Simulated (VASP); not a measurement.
**CdTe in VASP: one cell, several levels of theory**

What does VASP give for CdTe (zincblende), under +5.8 % equal strain in all directions, the cell held fixed? Runs: PBE, r2SCAN.

Program: VASP 6.6.1. PAW datasets, plane waves. Computed at 0 K without zero-point motion; spin polarisation is off.

## 1. Starting point

The cell comes from an earlier relaxation with r2SCAN in another program.

The symmetry is F-43m (No. 216, cubic); a = 6.940 Å in the conventional setting, 41.79 Å³ an atom. Cd has 4 Te at 3.01 Å; Te has 4 Cd at 3.01 Å.

The structure in full:

```cif
data_structure
_symmetry_space_group_name_H-M 'P 1'
_symmetry_Int_Tables_number 1
_cell_length_a 4.9076
_cell_length_b 4.9076
_cell_length_c 4.9076
_cell_angle_alpha 60.000
_cell_angle_beta 60.000
_cell_angle_gamma 60.000
_cell_volume 83.58
loop_
_atom_site_label
_atom_site_type_symbol
_atom_site_fract_x
_atom_site_fract_y
_atom_site_fract_z
_atom_site_occupancy
Cd1 Cd 0.00000 0.00000 0.00000 1
Te1 Te 0.25000 0.25000 0.25000 1
```

## 2. PBE at this geometry

File INCAR:

```
ENCUT = 520.000000
SIGMA = 0.020000
EDIFF = 1.00e-07
GGA = PE
PREC = Accurate
IBRION = -1
ISIF = 2
ISMEAR = -1
NBANDS = 16
NELM = 120
NSW = 0
LASPH = .TRUE.
LCHARG = .FALSE.
LWAVE = .FALSE.
LREAL = .FALSE.
```

File KPOINTS:

```
KPOINTS created by Atomic Simulation Environment
0
Gamma
6 6 6
0 0 0
```

File KPOINTS_OPT:

```
special points
6
Reciprocal
0.0000000000 0.0000000000 0.0000000000 1
-0.5000000000 -0.5000000000 0.0000000000 1
-0.3750000000 -0.3750000000 0.2500000000 1
-0.3750000000 0.0000000000 0.3750000000 1
0.0000000000 0.0000000000 0.5000000000 1
-0.5000000000 -0.2500000000 0.2500000000 1
```

File POSCAR:

```
Cd Te
 1.0000000000000000
     0.0000000000000000    3.4701925124000002    3.4701925124000002
     3.4701925124000002    0.0000000000000000    3.4701925124000002
     3.4701925124000002    3.4701925124000002    0.0000000000000000
 Cd  Te
   1   1
Cartesian
  0.0000000000000000  0.0000000000000000  0.0000000000000000
  1.7350962562000001  1.7350962562000001  1.7350962562000001
```

The run uses the recommended PBE PAW datasets (18 valence electrons a neutral cell).

Launch:

```bash
$ mpirun -np 1 vasp_std
```

Printed to the terminal (iteration lines stand in OSZICAR):

```text
POSCAR found type information on POSCAR CdTe
 POSCAR found :  2 types and       2 ions
 LDA part: xc-table for (Slater+PW92), standard interpolation
 POSCAR, INCAR and KPOINTS ok, starting setup
 FFT: planning ... GRIDC
 FFT: planning ... GRID_SOFT
 FFT: planning ... GRID
 WAVECAR not read
 entering main loop
 Start KPOINTS_OPT (optional k-point list driver)
k-point batch [1-6\6]
```

OSZICAR:

```text
N       E                     dE             d eps       ncg     rms          rms(c)
DAV:   1     0.993550227317E+02    0.99355E+02   -0.79379E+03   512   0.943E+02
DAV:   2    -0.111079703073E+01   -0.10047E+03   -0.96023E+02   592   0.229E+02
DAV:   3    -0.489583466626E+01   -0.37850E+01   -0.37797E+01   624   0.466E+01
DAV:   4    -0.493466862572E+01   -0.38834E-01   -0.38832E-01   768   0.404E+00
DAV:   5    -0.493477418157E+01   -0.10556E-03   -0.10556E-03   640   0.201E-01    0.377E+00
DAV:   6    -0.468456576085E+01    0.25021E+00   -0.41070E-01   592   0.636E+00    0.333E+00
DAV:   7    -0.467002218153E+01    0.14544E-01   -0.90691E-02   592   0.185E+00    0.139E+00
DAV:   8    -0.467103196302E+01   -0.10098E-02   -0.82692E-03   600   0.968E-01    0.360E-01
DAV:   9    -0.467145455096E+01   -0.42259E-03   -0.11237E-03   632   0.286E-01    0.719E-02
DAV:  10    -0.467150721810E+01   -0.52667E-04   -0.93575E-05   624   0.935E-02    0.505E-02
DAV:  11    -0.467155699624E+01   -0.49778E-04   -0.65222E-05   608   0.430E-02    0.222E-02
DAV:  12    -0.467155751043E+01   -0.51419E-06   -0.31802E-06   680   0.136E-02    0.126E-02
DAV:  13    -0.467155801699E+01   -0.50656E-06   -0.10362E-06   624   0.510E-03    0.624E-03
DAV:  14    -0.467155822439E+01   -0.20740E-06   -0.29378E-07   624   0.282E-03    0.375E-03
DAV:  15    -0.467155830511E+01   -0.80719E-07   -0.15733E-08   528   0.760E-04
   1 F= -.46715583E+01 E0= -.46715401E+01  d E =-.363545E-04
       N       E                     dE             ncg
DAV:   1     0.311667574540E+03   -0.25123E+04      192
DAV:   2    -0.270626244106E+03   -0.58229E+03      232
DAV:   3    -0.292037674377E+03   -0.21411E+02      240
DAV:   4    -0.292226250950E+03   -0.18858E+00      296
DAV:   5    -0.292226799466E+03   -0.54852E-03      248
DAV:   6    -0.292226811601E+03   -0.12135E-04      296
DAV:   7    -0.292226811754E+03   -0.15294E-06      248
DAV:   8    -0.292226811759E+03   -0.52022E-08      208
```

The lines after F= are the extra pass for the points of KPOINTS_OPT, at fixed density; their E is not a total energy.

From OUTCAR:

```text
k-points           NKPTS =     16   k-points in BZ     NKDIM =     16   number of bands    NBANDS=     16

   NELECT =      18.0000    total number of electrons

   dimension x,y,z NGX =    36 NGY =   36 NGZ =   36
   dimension x,y,z NGXF=    72 NGYF=   72 NGZF=   72

  energy-cutoff  :      520.00
  volume of cell :       83.58
      direct lattice vectors                 reciprocal lattice vectors
     0.000000000  3.470192512  3.470192512    -0.144084225  0.144084225  0.144084225
     3.470192512  0.000000000  3.470192512     0.144084225 -0.144084225  0.144084225
     3.470192512  3.470192512  0.000000000     0.144084225  0.144084225 -0.144084225

 k-points in reciprocal lattice and weights: KPOINTS created by Atomic Simulation Env
   0.00000000  0.00000000  0.00000000       0.005
   0.16666667  0.00000000  0.00000000       0.037
   0.33333333  0.00000000  0.00000000       0.037
   0.50000000  0.00000000  0.00000000       0.019
   0.16666667  0.16666667  0.00000000       0.028
   0.33333333  0.16666667  0.00000000       0.111
   0.50000000  0.16666667  0.00000000       0.111
  -0.33333333  0.16666667  0.00000000       0.111
[... 8 more k-points ...]

 E-fermi :   0.8153

 k-point     1 :       0.0000    0.0000    0.0000
  band No.  band energies     occupation
      1      -9.4960      2.00000
      2      -7.0768      2.00000
      3      -7.0768      2.00000
      4      -7.0768      2.00000
      5      -6.9390      2.00000
      6      -6.9390      2.00000
      7       0.7125      1.98836
      8       0.7125      1.98836
      9       0.7125      1.98836
     10       0.8959      0.03504
     11       5.3817      0.00000
     12       5.3817      0.00000
     13       5.3817      0.00000
     14       7.8513      0.00000
     15       9.6954      0.00000
     16       9.6954      0.00000

 k-point     2 :       0.1667    0.0000    0.0000
  band No.  band energies     occupation
      1      -9.4371      2.00000
      2      -7.0671      2.00000
      3      -7.0670      2.00000
      4      -7.0159      2.00000
      5      -6.9393      2.00000
      6      -6.9393      2.00000
      7      -0.8017      2.00000
      8       0.5650      1.99999
      9       0.5650      1.99999
     10       2.0654      0.00000
     11       5.3292      0.00000
     12       5.6380      0.00000
     13       5.6380      0.00000
     14       8.8120      0.00000
     15       9.0309      0.00000
     16       9.0309      0.00000

 k-point     3 :       0.3333    0.0000    0.0000
  band No.  band energies     occupation
      1      -9.3207      2.00000
      2      -7.0502      2.00000
      3      -7.0502      2.00000
      4      -6.9370      2.00000
      5      -6.9370      2.00000
      6      -6.8465      2.00000
      7      -2.1443      2.00000
      8       0.3079      2.00000
      9       0.3079      2.00000
     10       2.3458      0.00000
     11       5.9047      0.00000
     12       5.9047      0.00000
     13       6.3839      0.00000
     14       8.7201      0.00000
     15       9.3170      0.00000
     16       9.3170      0.00000

 k-point     4 :       0.5000    0.0000    0.0000
  band No.  band energies     occupation
      1      -9.2640      2.00000
      2      -7.0434      2.00000
      3      -7.0434      2.00000
      4      -6.9340      2.00000
      5      -6.9340      2.00000
      6      -6.7261      2.00000
      7      -2.7019      2.00000
      8       0.1935      2.00000
      9       0.1935      2.00000
     10       2.2970      0.00000
     11       5.9103      0.00000
     12       5.9103      0.00000
     13       7.3525      0.00000
     14       8.8118      0.00000
     15      10.4813      0.00000
     16      10.4813      0.00000

 k-point     5 :       0.1667    0.1667    0.0000
  band No.  band energies     occupation
      1      -9.4177      2.00000
      2      -7.0571      2.00000
      3      -7.0571      2.00000
      4      -7.0111      2.00000
      5      -6.9420      2.00000
      6      -6.9349      2.00000
      7      -0.8790      2.00000
      8       0.3205      2.00000
      9       0.3205      2.00000
     10       2.5409      0.00000
     11       4.6304      0.00000
     12       6.0812      0.00000
     13       6.0812      0.00000
     14       7.9277      0.00000
     15       9.3380      0.00000
     16       9.9293      0.00000

[... the tables of k-points 6 to 16 left out ...]

  Total       -1.8233106     -1.8233106     -1.8233106      0.0000000     -0.0000000      0.0000000
  in kB      -34.9526850    -34.9526850    -34.9526850      0.0000000     -0.0000000      0.0000000
  external PRESSURE =     -34.9526850 kB  Pullay stress =       0.0000000 kB

 POSITION                                       TOTAL-FORCE (eV/Angst)
 -----------------------------------------------------------------------------------
      0.00000      0.00000      0.00000         0.000000      0.000000      0.000000
      1.73510      1.73510      1.73510        -0.000000     -0.000000     -0.000000
 -----------------------------------------------------------------------------------
    total drift:                               -0.000001     -0.000001     -0.000001

  FREE ENERGIE OF THE ION-ELECTRON SYSTEM (eV)
  ---------------------------------------------------
  free  energy   TOTEN  =        -4.6715583051 eV

  energy  without entropy=       -4.6715219506  energy(sigma->0) =       -4.67154013
```

Run time: 10 s. Hardware: 1 MPI rank of Intel Xeon 6975P-C, shared host; peak memory 0.21 GiB.

The levels at the points of KPOINTS_OPT are read from vasprun.xml.

Band energies at the special points (eV, zero at the top of v, the last band that the electrons fill by count):

```
point    v−1      v     c   c+1
    Γ   0.00   0.00  0.18  4.67
    X  -1.27  -1.27  2.57  2.99
    U  -1.76  -1.04  2.83  4.25
    K  -1.76  -1.04  2.83  4.25
    L  -0.52  -0.52  1.58  5.20
    W  -1.62  -1.46  3.50  4.70
```

Gap with PBE: 0.18 eV, direct (Γ). The pressure is -3.50 GPa; the forces vanish within 0.01 eV/Å.

## 3. Single point with r2SCAN

File INCAR:

```
ENCUT = 520.000000
SIGMA = 0.010000
EDIFF = 1.00e-07
ALGO = Normal
METAGGA = R2SCAN
PREC = Accurate
IBRION = -1
ISIF = 2
ISMEAR = 0
NBANDS = 16
NELM = 120
NSW = 0
LASPH = .TRUE.
LCHARG = .FALSE.
LWAVE = .FALSE.
LREAL = .FALSE.
```

KPOINTS is that of step 2.

KPOINTS_OPT is that of step 2.

POSCAR is that of step 2.

Launch:

```bash
$ mpirun -np 1 vasp_std
```

Standard output, without the iteration lines:

```text
POSCAR found type information on POSCAR CdTe
 POSCAR found :  2 types and       2 ions
 -----------------------------------------------------------------------------
|                                                                             |
|                                                                             |
|     You enforced a specific xc type in the INCAR file but a different       |
|     I HOPE YOU KNOW WHAT YOU ARE DOING!                                     |
|                                                                             |
 -----------------------------------------------------------------------------

 LDA part: xc-table for (None), standard interpolation
 POSCAR, INCAR and KPOINTS ok, starting setup
 FFT: planning ... GRIDC
 FFT: planning ... GRID_SOFT
 FFT: planning ... GRID
 WAVECAR not read
 entering main loop
 Start KPOINTS_OPT (optional k-point list driver)
k-point batch [1-6\6]
```

OSZICAR:

```text
N       E                     dE             d eps       ncg     rms          rms(c)
DAV:   1     0.528350719047E+02    0.52835E+02   -0.80725E+03   520   0.961E+02
DAV:   2    -0.472823074953E+02   -0.10012E+03   -0.95508E+02   584   0.231E+02
DAV:   3    -0.510523123257E+02   -0.37700E+01   -0.37645E+01   608   0.468E+01
DAV:   4    -0.510827490110E+02   -0.30437E-01   -0.30435E-01   768   0.379E+00
DAV:   5    -0.510829042100E+02   -0.15520E-03   -0.15520E-03   632   0.215E-01    0.364E+00
DAV:   6    -0.464421920355E+02    0.46407E+01   -0.30174E+00   512   0.197E+01    0.566E+00
DAV:   7    -0.464035073239E+02    0.38685E-01   -0.10284E-01   624   0.330E+00    0.371E+00
DAV:   8    -0.464212659935E+02   -0.17759E-01   -0.90526E-02   568   0.301E+00    0.738E-01
DAV:   9    -0.464271003587E+02   -0.58344E-02   -0.10869E-02   664   0.811E-01    0.364E-01
DAV:  10    -0.464269750664E+02    0.12529E-03   -0.26659E-03   600   0.518E-01    0.758E-02
DAV:  11    -0.464269801318E+02   -0.50654E-05   -0.12886E-04   680   0.148E-01    0.554E-02
DAV:  12    -0.464270099392E+02   -0.29807E-04   -0.93430E-05   592   0.108E-01    0.285E-02
DAV:  13    -0.464270037968E+02    0.61424E-05   -0.16649E-05   616   0.494E-02    0.867E-03
DAV:  14    -0.464270041272E+02   -0.33043E-06   -0.46529E-07   656   0.466E-03    0.696E-03
DAV:  15    -0.464270038112E+02    0.31604E-06   -0.12460E-07   456   0.417E-03    0.353E-03
DAV:  16    -0.464270037943E+02    0.16896E-07   -0.14464E-07   440   0.401E-03
   1 F= -.46427004E+02 E0= -.46427004E+02  d E =-.936617E-13
       N       E                     dE             ncg
DAV:   1     0.282960744249E+03   -0.25410E+04      192
DAV:   2    -0.318631849593E+03   -0.60159E+03      232
DAV:   3    -0.340853832559E+03   -0.22222E+02      240
DAV:   4    -0.341018065043E+03   -0.16423E+00      296
DAV:   5    -0.341018531456E+03   -0.46641E-03      248
DAV:   6    -0.341018542148E+03   -0.10692E-04      304
DAV:   7    -0.341018542220E+03   -0.71972E-07      232
```

OUTCAR, selected sections:

```text
k-points           NKPTS =     16   k-points in BZ     NKDIM =     16   number of bands    NBANDS=     16

   NELECT =      18.0000    total number of electrons

   dimension x,y,z NGX =    36 NGY =   36 NGZ =   36
   dimension x,y,z NGXF=    72 NGYF=   72 NGZF=   72

  energy-cutoff  :      520.00
  volume of cell :       83.58
      direct lattice vectors                 reciprocal lattice vectors
     0.000000000  3.470192512  3.470192512    -0.144084225  0.144084225  0.144084225
     3.470192512  0.000000000  3.470192512     0.144084225 -0.144084225  0.144084225
     3.470192512  3.470192512  0.000000000     0.144084225  0.144084225 -0.144084225

 k-points in reciprocal lattice and weights: KPOINTS created by Atomic Simulation Env
   0.00000000  0.00000000  0.00000000       0.005
   0.16666667  0.00000000  0.00000000       0.037
   0.33333333  0.00000000  0.00000000       0.037
   0.50000000  0.00000000  0.00000000       0.019
   0.16666667  0.16666667  0.00000000       0.028
   0.33333333  0.16666667  0.00000000       0.111
   0.50000000  0.16666667  0.00000000       0.111
  -0.33333333  0.16666667  0.00000000       0.111
[... 8 more k-points ...]

 E-fermi :   0.5018

 k-point     1 :       0.0000    0.0000    0.0000
  band No.  band energies     occupation
      1     -10.0615      2.00000
      2      -7.6266      2.00000
      3      -7.6266      2.00000
      4      -7.6266      2.00000
      5      -7.4759      2.00000
      6      -7.4759      2.00000
      7       0.4565      2.00000
      8       0.4565      2.00000
      9       0.4565      2.00000
     10       1.0866      0.00000
     11       5.5560      0.00000
     12       5.5560      0.00000
     13       5.5560      0.00000
     14       7.9507      0.00000
     15       9.9118      0.00000
     16       9.9118      0.00000

 k-point     2 :       0.1667    0.0000    0.0000
  band No.  band energies     occupation
      1     -10.0007      2.00000
      2      -7.6163      2.00000
      3      -7.6163      2.00000
      4      -7.5597      2.00000
      5      -7.4761      2.00000
      6      -7.4761      2.00000
      7      -0.9771      2.00000
      8       0.3071      2.00000
      9       0.3071      2.00000
     10       2.1702      0.00000
     11       5.4539      0.00000
     12       5.8198      0.00000
     13       5.8198      0.00000
     14       8.9635      0.00000
     15       9.2006      0.00000
     16       9.2006      0.00000

 k-point     3 :       0.3333    0.0000    0.0000
  band No.  band energies     occupation
      1      -9.8812      2.00000
      2      -7.5981      2.00000
      3      -7.5981      2.00000
      4      -7.4738      2.00000
      5      -7.4738      2.00000
      6      -7.3744      2.00000
      7      -2.3964      2.00000
      8       0.0450      2.00000
      9       0.0450      2.00000
     10       2.4701      0.00000
     11       6.0718      0.00000
     12       6.0718      0.00000
     13       6.5200      0.00000
     14       8.7966      0.00000
     15       9.5232      0.00000
     16       9.5232      0.00000

 k-point     4 :       0.5000    0.0000    0.0000
  band No.  band energies     occupation
      1      -9.8233      2.00000
      2      -7.5907      2.00000
      3      -7.5906      2.00000
      4      -7.4709      2.00000
      5      -7.4709      2.00000
      6      -7.2434      2.00000
      7      -2.9874      2.00000
      8      -0.0722      2.00000
      9      -0.0722      2.00000
     10       2.4165      0.00000
     11       6.0587      0.00000
     12       6.0587      0.00000
     13       7.4433      0.00000
     14       8.9808      0.00000
     15      10.7714      0.00000
     16      10.7714      0.00000

 k-point     5 :       0.1667    0.1667    0.0000
  band No.  band energies     occupation
      1      -9.9807      2.00000
      2      -7.6058      2.00000
      3      -7.6058      2.00000
      4      -7.5538      2.00000
      5      -7.4786      2.00000
      6      -7.4716      2.00000
      7      -1.0393      2.00000
      8       0.0586      2.00000
      9       0.0586      2.00000
     10       2.6347      0.00000
     11       4.7320      0.00000
     12       6.2814      0.00000
     13       6.2814      0.00000
     14       8.0299      0.00000
     15       9.5129      0.00000
     16      10.1576      0.00000

[... the tables of k-points 6 to 16 left out ...]

  Total       -2.3791009     -2.3791009     -2.3791009      0.0000000      0.0000000      0.0000000
  in kB      -45.6071304    -45.6071304    -45.6071304      0.0000000      0.0000000      0.0000000
  external PRESSURE =     -45.6071304 kB  Pullay stress =       0.0000000 kB

 POSITION                                       TOTAL-FORCE (eV/Angst)
 -----------------------------------------------------------------------------------
      0.00000      0.00000      0.00000        -0.000000      0.000000     -0.000000
      1.73510      1.73510      1.73510         0.000000     -0.000000      0.000000
 -----------------------------------------------------------------------------------
    total drift:                               -0.000005     -0.000005     -0.000005

  FREE ENERGIE OF THE ION-ELECTRON SYSTEM (eV)
  ---------------------------------------------------
  free  energy   TOTEN  =       -46.4270037943 eV

  energy  without entropy=      -46.4270037943  energy(sigma->0) =      -46.42700379
```

Run time: 40 s. Hardware: 1 MPI rank of Intel Xeon 6975P-C, shared host; peak memory 0.22 GiB.

The levels at the points of KPOINTS_OPT are read from vasprun.xml.

Levels at the named points, in eV from the top of band v (v: the last filled band by count, c: the next):

```
point    v−1      v     c   c+1
    Γ   0.00   0.00  0.63  5.10
    X  -1.30  -1.30  2.88  3.24
    U  -1.80  -1.07  3.16  4.57
    K  -1.80  -1.07  3.16  4.57
    L  -0.53  -0.53  1.96  5.60
    W  -1.66  -1.50  3.89  4.94
```

The r2SCAN gap is 0.63 eV, direct at Γ. The pressure is -4.56 GPa; the forces vanish within 0.01 eV/Å.

## 4. Summary

```
 level  gap (eV)  pressure (GPa)
   PBE      0.18           -3.50
r2SCAN      0.63           -4.56
```

**Reading.** The gap runs from 0.18 eV (PBE) to 0.63 eV (r2SCAN). Spin-orbit coupling is left out, though the cell holds Te (Z = 52); in an element this heavy it can shift bands and gaps by tenths of an eV. At this one volume the pressure spans -4.6 GPa (r2SCAN) to -3.5 GPa (PBE): PBE wants the largest cell and r2SCAN the smallest.
